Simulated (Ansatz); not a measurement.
Runs of Ansatz 0.2.0 on Sb. Symmetry: P2_1/m, No. 11, monoclinic system. The conventional cell has a = 3.122 Å, b = 4.348 Å, c = 4.406 Å, α = 90.00°, β = 90.51°, γ = 90.00°. Sb (site symmetry m) has 6 Sb at 3.04 to 3.15 Å as nearest neighbours. This isn't the form of Sb at room conditions, which is rhombohedral.

```csv
task,level,cell,k mesh,cutoff (eV),mesh quality,gap on the mesh (eV),pressure (GPa),relaxed volume (Å³/atom),largest force (eV/Å)
relaxation of cell and atoms,PBE,relaxed,9 × 6 × 6,420,not flagged,none,0.0,30.06,-
relaxation of cell and atoms,PBE+D3(BJ)-ATM,relaxed,9 × 6 × 6,420,not flagged,none,0.0,28.75,-
projected density of states,LDA,as given,5 × 4 × 4,420,coarse,none,-3.2,-,0.20
projected density of states,r2SCAN0,as given,5 × 4 × 4,500,coarse,none,-2.0,-,0.17
projected density of states,PBEsol,as given,5 × 4 × 4,420,coarse,none,(b),-,0.22
projected density of states,HSE06,as given,5 × 4 × 4,420,coarse,none,(c),-,0.17
projected density of states,PBE0,as given,5 × 4 × 4,420,coarse,none,-1.6,-,0.19
relaxation of cell and atoms,PBE+D3(BJ),relaxed,9 × 6 × 6,420,not flagged,none,0.0,(a),-
```

Alike in all rows: potentials or basis Ansatz PAW; no spin polarisation; smearing fermi-dirac 0.05 eV.

Q: Estimate the missing entries.

A: (a) 28.62; (b) -2.1; (c) -1.5.

Caveats: some runs use coarse meshes; the PAW data sets come from PBE, with cores solved anew for the run's functional, which leaves a small shift of forces and pressure (some runs); the density of states is complete only up to the lowest level of the last band computed (some runs); the plane-wave basis is chosen anew once the cell has moved, so the energies of steps on either side of that aren't comparable (some runs); the thresholds are loose for stress (some runs); pairwise dispersion overbinds metals, which lowers pressure and volume (some runs).

A k mesh can miss the band edges, and the runs leave out spin-orbit coupling on Sb.

A gap of «none» marks a metal or a gap under the smearing width.
